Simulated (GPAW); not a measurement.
Runs of GPAW 26.7.0 on SnTe. The structure is cubic, space group F-43m (No. 216). Conventional cell: a = 7.222 Å, b = 7.222 Å, c = 7.222 Å, α = 90.00°, β = 90.00°, γ = 90.00°. Te (site symmetry -43m) is surrounded by 4 Sn at 3.13 Å. Around Sn (site symmetry -43m) lie 4 Te at 3.13 Å. Measurements of this composition are mostly on another form, of space group No. 225.

| task | level | potentials or basis | smearing | kernel | response ecut | maxiter | response k mesh | response bands | gap on the mesh (eV) | pressure (GPa) |
| --- | --- | --- | --- | --- | --- | --- | --- | --- | --- | --- |
| eps q | RPBE | the program's PAW data sets (release 1.2.1) made for this functional, other valence, pw | fermi-dirac 0.001 eV | RPA | 50 eV | 150 | 9 × 9 × 9 | 35 | 0.48 | - |
| optical spectrum | RPBE | the program's PAW data sets (release 1.2.1) made for this functional, other valence, pw | fermi-dirac 0.001 eV | RPA | 40 eV | 150 | 16 × 16 × 16 | 47 | 0.48 | - |
| single point | RPBE | the program's PAW data sets (release 1.2.1) made for this functional, other valence, pw | fermi-dirac 0.05 eV | - | - | 120 | - | - | 0.48 | 0.2 |
| single point | PBE | GPAW PAW data sets (gpaw-data 1.2.1), pw | fermi-dirac 0.05 eV | - | - | 120 | - | - | (a) | -0.7 |

Alike in all rows: no spin polarisation; cell as given; k mesh 5 × 5 × 5; cutoff (eV) 450.

Problem. Estimate the missing entries.

Solution. (a) 0.41.

Caveats: spin-orbit coupling is left out, which moves the levels of the heavy elements; an odd mesh through Γ misses points on the zone boundary, where band edges often lie (some runs); the cutoff is short for stress and forces, so pressures can be off by a GPa or more (some runs); with so narrow a direct gap the onset needs a denser k mesh (some runs); the long-wavelength limit can be off by a per cent or two (some runs); independent-particle spectra lack excitons (some runs).

A k mesh can miss the band edges, and the runs leave out spin-orbit coupling on Sn, Te.

The runs don't all hold the same shells in valence.
